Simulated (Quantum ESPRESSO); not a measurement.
Wanted: the native input for a Quantum ESPRESSO 7.5 run.

```yaml
Task: single point
Functional: PBE
Potentials_or_basis: SSSP 1.3 efficiency PBE
Cutoff: 816 eV
Density_cutoff: 6531 eV
k_mesh: 7 × 7 × 7
Occupations: fermi-dirac, width 0.05 eV
Spin: no spin polarisation
Mixing_beta: 0.5
Most_SCF_iterations: 120
SCF_threshold: 4e-10 Ry
```

Crystal: KBr.

```
Br K
1.0
     0.00000    3.30000    3.30000
     3.30000    0.00000    3.30000
     3.30000    3.30000    0.00000
Br K
1 1
Direct
  0.49814 0.50499 0.50480
  0.99673 0.01319 0.99466
```

The cell isn't the ideal one: atoms moved at random, drawn with an rms of 0.05 Å.

One way to write it, as run:

pw.in

```
&CONTROL
  calculation = 'scf'
  prefix = 'pwscf'
  outdir = './tmp'
  pseudo_dir = './pseudo'
  tprnfor = .true.
  tstress = .true.
  disk_io = 'nowf'
/
&SYSTEM
  ibrav = 0
  nat = 2
  ntyp = 2
  ecutwfc = 60
  ecutrho = 480
  nbnd = 14
  occupations = 'smearing'
  smearing = 'fd'
  degauss = 0.00367493
/
&ELECTRONS
  conv_thr = 4d-10
  electron_maxstep = 120
  mixing_beta = 0.5
/
ATOMIC_SPECIES
Br    79.9040 br_pbe_v1.4.uspp.F.UPF
K     39.0983 K.pbe-spn-kjpaw_psl.1.0.0.UPF
CELL_PARAMETERS angstrom
   0.0000000000    3.3000000000    3.3000000000
   3.3000000000    0.0000000000    3.3000000000
   3.3000000000    3.3000000000    0.0000000000
ATOMIC_POSITIONS crystal
Br     0.4981360000    0.5049930000    0.5047960000
K     -0.0032670000    0.0131940000   -0.0053410000
K_POINTS automatic
7 7 7 0 0 0
```

Potentials or basis: SSSP 1.3 efficiency PBE.

Launch:

```sh
$ OMP_NUM_THREADS=1 pw.x -in pw.in > pw.out
```

It gave:

```
Pressure               : 0.7 GPa
Largest force          : 0.055 eV/Å
Band gap on the k mesh : 4.44 eV, direct
```

Caveat: an odd mesh through Γ misses points on the zone boundary, where band edges often lie.

Run time: 120 s on 1 thread of Intel(R) Xeon(R) 6975P-C (Granite Rapids), with other jobs on the host, peak memory 0.49 GiB.
